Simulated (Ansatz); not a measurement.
Ag:

```
Ag
1.0
    -1.65565    1.65565    1.65565
     1.65565   -1.65565    1.65565
     1.65565    1.65565   -1.65565
Ag
1
Direct
  0.00000 0.00000 0.00000
```

This isn't the form of Ag at room conditions, which is fcc.

- Program: Ansatz 0.2.0
- Task: relaxation of cell and atoms
- Functional: revPBE
- Dispersion: D3(BJ)
- Potentials or basis: Ansatz PAW
- Cutoff: 420 eV (not typed: the program's choice for these potentials)
- k mesh: 11 × 11 × 11
- Occupations: fermi-dirac, width 0.05 eV
- Spin: no spin polarisation

At the start: volume 18.15 Å³/atom.

Q: Where does the relaxation end?

A: It ends after 6 steps and the volume is 16.68 Å³/atom (-8.1 %); space group Im-3m (No. 229, to 0.05 Å).

The path:
```csv
step,energy change (eV),largest force (eV/Å),volume (Å³)
1,0.0000,0.0000,18.15
2,-0.0096,0.0000,15.57
3,-0.0379,0.0000,16.90
4,-0.0390,0.0000,16.71
5,-0.0390,0.0000,16.68
6,-0.0383,0.0000,16.68
```

Final structure:
```
Ag
1.0
    -1.60946    1.60946    1.60946
     1.60946   -1.60946    1.60946
     1.60946    1.60946   -1.60946
Ag
1
Cartesian
  0.0000 0.0000 0.0000
```

Caveat: the plane-wave basis is chosen anew once the cell has moved, so the energies of steps on either side of that aren't comparable; pairwise dispersion overbinds metals, which lowers pressure and volume; the PAW data sets come from PBE, with cores solved anew for the run's functional, which leaves a small shift of forces and pressure.
